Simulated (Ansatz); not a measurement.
The system is PtS2.

```xyz
3
Lattice="3.5432 0.0000 0.0000 -1.7716 3.0685 0.0000 0.0000 0.0000 5.0388" Properties=species:S:1:pos:R:3 pbc="T T T"
Pt    0.0000    0.0000    0.0000
S     1.7716    1.0228    3.8950
S     0.0000    2.0457    1.1438
```

| Property | Result |
| --- | --- |
| Program | Ansatz 0.2.0 |
| Task | relaxation of cell and atoms |
| Functional | PBE |
| Dispersion | D3(BJ) |
| Potentials or basis | Ansatz PAW |
| Cutoff | 420 eV (not typed: the program's choice for these potentials) |
| k mesh | 9 × 9 × 5 |
| Occupations | fermi-dirac, width 0.05 eV |
| Spin | no spin polarisation |

At the start: volume 18.26 Å³/atom.

How do energy, volume and symmetry change on relaxing?

It ends after 7 steps and the volume is 17.27 Å³/atom (-5.4 %); space group P-3m1 (No. 164, to 0.05 Å).

The path:
| step | energy change (eV) | largest force (eV/Å) | volume (Å³) |
| --- | --- | --- | --- |
| 1 | 0.0000 | 1.2895 | 54.78 |
| 2 | -0.1208 | 0.2540 | 51.81 |
| 3 | -0.1398 | 0.0525 | 52.89 |
| 4 | -0.1421 | 0.0113 | 52.33 |
| 5 | -0.1429 | 0.0096 | 51.71 |
| 6 | -0.1429 | 0.0038 | 51.80 |
| 7 | -0.1424 | 0.0040 | 51.80 |

Final structure:
```
Pt S
1.0
     3.58352    0.00000    0.00000
    -1.79176    3.10342    0.00000
     0.00000    0.00000    4.65812
Pt S
1 2
Direct
  0.00000 0.00000 0.00000
  0.66667 0.33333 0.74095
  0.33333 0.66667 0.25905
```

Caveat: the plane-wave basis is chosen anew once the cell has moved, so the energies of steps on either side of that aren't comparable; pairwise dispersion overbinds metals, which lowers pressure and volume.
